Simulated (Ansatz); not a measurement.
# GaAs (F-43m): a many-body input that goes wrong, and its mend

What is wrong with this input for GaAs (F-43m)?

Program: Ansatz 0.2.0. Level of theory: G0W0 on PBE, plane waves, PAW. Results are calculated unless marked as measured.

## 1. The structure

The structure is cubic, space group F-43m (No. 216). The conventional cell has a = 5.654 Å, b = 5.654 Å, c = 5.654 Å, α = 90.00°, β = 90.00°, γ = 90.00°. Nearest to Ga lie 4 As at 2.45 Å. Nearest to As lie 4 Ga at 2.45 Å. Farther neighbours are not listed.

Coordinates:

```cif
data_structure
_symmetry_space_group_name_H-M 'F-43m'
_symmetry_Int_Tables_number 216
_cell_length_a 5.6537
_cell_length_b 5.6537
_cell_length_c 5.6537
_cell_angle_alpha 90.000
_cell_angle_beta 90.000
_cell_angle_gamma 90.000
_cell_volume 180.72
loop_
_atom_site_label
_atom_site_type_symbol
_atom_site_symmetry_multiplicity
_atom_site_Wyckoff_symbol
_atom_site_fract_x
_atom_site_fract_y
_atom_site_fract_z
_atom_site_occupancy
Ga1 Ga 4 a 0.00000 0.00000 0.00000 1
As1 As 4 d 0.25000 0.25000 0.75000 1
```

The cell and positions come from the Crystallography Open Database and are kept as given unless a step says otherwise. The default PAW set here is soft_2. Its files were made with PBE.

## 2. First try

File input.yaml:

```yaml
crystal:
  lattice:
    - [0.0, 2.82685, 2.82685]
    - [2.82685, 0.0, 2.82685]
    - [2.82685, 2.82685, 0.0]
  atoms:
    - { symbol: Ga, position: [0.0, 0.0, 0.0] }
    - { symbol: As, position: [0.25, 0.25, 0.25] }
kpoints:
  mp_grid: { grid: [4, 4, 4] }
hamiltonian:
  xc: pbe
scf:
  occupations: { method: fixed }
gw:
  n_empty_bands: 4
  ecut_chi: 60
  qp_bands: [v1, c9]
  qp_kpoints: band_edges
  screening: { model: contour_deformation }
```

On the command line:

```console
$ ansatz run input.yaml --threads 2 --pin off --max-ram 92160MiB --backend cuda --events-out ev --progress --plain --runs-dir out --devices 1 --max-vram 13GiB  # rebuilt from the run's record
```

Numbers of over 12 decimals in the logs are rounded to 6 here.

The log of the run:

```text
Error: invalid value for `gw.qp_bands`: [v1, c9] must end among the 18 bands that are solved (gw.n_empty_bands), of which c4 is the highest
```

Wall time 0.11 s (2 threads of AMD EPYC 7R13 (Zen 3), shared host); peak memory 0.11 GiB.

**Diagnosis.**

The input was rejected at the start.

The program's message: “Error: invalid value for `gw.qp_bands`: [v1, c9] must end among the 18 bands that are solved (gw.n_empty_bands), of which c4 is the highest”

The fault: window above the summed bands. Levels can be corrected only among the bands that are solved.

## 3. A better input

G0W0 replaces the xc potential by the self-energy, built once from these orbitals. Only a window of levels is corrected, while the sums run over the empty bands that the input names.

input.yaml, the sections that differ from step 2:

```yaml
kpoints:
  mp_grid: { grid: [6, 6, 6] }
gw:
  n_empty_bands: 47
  ecut_chi: 60
  qp_bands: [v2, c2]
  qp_kpoints: band_edges
  screening: { model: contour_deformation }
# crystal, hamiltonian, scf: as in step 2
```

The log of the run:

```text
GPUs: using 1 of 1 available (devices: 1).
[...]
device memory: the entry about to start is reckoned to put 0.5 GiB on a device that reports 55.6 GiB free (of which the cap on the GPU budget leaves the run 13.0 GiB)
GPU FFT provider: cuFFT
GPU libraries: cuBLAS 13.8.2, cuFFT 12.4.0, cuSOLVER 12.3.4
Crystal: 2 atoms, lattice volume = 45.179 Å³
Basis set: ecut = 420 eV, 893 PW (Γ)
Bands: 18, of which v1, the nominal top of the filled ones, is band 14 counted from 1 (13 counted from 0)
Symmetry: 24 space group operations
[...]
k-points: 16 of 216 (time reversal used)
[...]
GPU buffer pool allocated for 19683 grid points (all kernels)
GPU transforms: local potential and band sums: pruned to the plane-wave sphere, on 25×27×27
[...]
SCF iter   1: F=—  HF=-8639.814969 eV  |F-HF|=—  |Δ(HF+E_count)|=         —  Δρ=1.49e-3  dr2=1.52e-3  ethr=1.77e-3  ⟨swp⟩=4.6  Hψ=1233  notcnv=0  defer=22
[...]
0    14      8.1914   -16.8644     1.4056   -15.3202  0.7512     8.0520     8.0529  root
     0    15      8.7049   -11.9698    -3.3125   -15.9847  0.7613     9.4538     9.4073  root ?
     0    16     11.9251    -7.8308    -4.0485   -12.1844  0.7453    12.2366    12.2302  root
     1    13      7.8111   -16.5264     1.4884   -14.8750  0.7487     7.6467     7.6480  root
     1    14      7.8111   -16.5264     1.4884   -14.8750  0.7487     7.6467     7.6480  root
     1    15      9.8235   -10.3908    -3.4695   -14.3606  0.7572    10.3597    10.3237  root
     1    16     12.4720    -7.9922    -4.2042   -12.5182  0.7395    12.8011    12.7938  root
     2    13      7.2651   -16.3203     1.6974   -14.4246  0.7441     7.0648     7.0669  root
[...]
12    13      5.5145   -15.6699     2.3524   -13.0179  0.7213     5.2084     5.2149  root
    12    14      5.5145   -15.6699     2.3524   -13.0179  0.7213     5.2084     5.2149  root
    12    15      9.6578    -6.8746    -3.5595   -10.4497  0.7671     9.6734     9.6734  root
    12    16      9.8514    -8.1811    -3.5421   -11.9064  0.7617    10.0364    10.0346  root
[key lines of the parts left out:]
SCF converged after 6 iterations
Free energy (F): -8639.814013 eV
Fermi energy:    8.191395 eV
```

The job ended after 10 s (1 × NVIDIA H100 80GB HBM3 (shared by 6 runs) with 2 threads; peak memory 1 GiB).

This step gave:

```
bands summed                                 : 61
RPA ε∞ on this mesh (eigenvalues)            : 50.52, 50.52, 50.52
plane waves in the screening matrix          : 59
q-points in the mesh                         : 216
G0W0 gap on the mesh                         : 1.354 eV
k of the valence top                         : 0, 0, 0
k of the conduction bottom                   : 0, 0, 0
starting gap on the mesh                     : 0.5135 eV
Z at the valence top                         : 0.7512
Z at the conduction bottom                   : 0.7613
least direct G0W0 gap on the computed points : 1.354 eV
```

The gap on the mesh goes from 0.51 eV to 1.35 eV, a correction of +0.84 eV. The program marks an edge row as in doubt. Between the two edge states, bare exchange in place of the xc potential would open the gap by 5.56 eV, and correlation takes back 4.72 eV.

## 4. Summary of results

```json
{
 "first try": "refused after 0.11 s",
 "better run": "G0W0 gap on the mesh 1.35 eV (6×6×6 mesh, 47 empty bands, screening to 60 eV)"
}
```

The second run differs in: mesh, empty bands and levels asked. Bands and cutoff are finite, so the gap is not at the basis limit. The miss can reach some tenths of an eV and take either sign; the mesh is an error of its own. The 6×6×6 mesh is coarse for this cell (its supercell is 24 Å along the shortest edge). The RPA ε∞ on it, from the PBE start, is 50.52; such meshes misread the long-range screening, most where the gap is narrow. The RPA ε∞ on this mesh reaches over 25; with a narrow direct gap a coarse mesh can overstate it, and the correction is then too small. The many-body steps are scalar-relativistic: spin-orbit coupling is not in them. The program marks a band-edge row as in doubt, so the gap is less sure than its digits.

[Paths, hosts, dates, memory and timing lines, banners, echoed tables and standing remarks are left out of the program output.]

[Logs are printed without paths, hosts, clocks, repeated set-up lines and the standing remarks that a program may print on its own settings, such as how far it seeks lower states.]

[Runs of the session that timed out or met a known fault of the program may be left out.]

[Cells called generated may have been cut or substituted from an entry of the Crystallography Open Database or the Materials Project.]

[Hosts, paths, dates, database ids (printed as entryN), source tags and the programs' standing remarks are cut or masked in the printed files.]
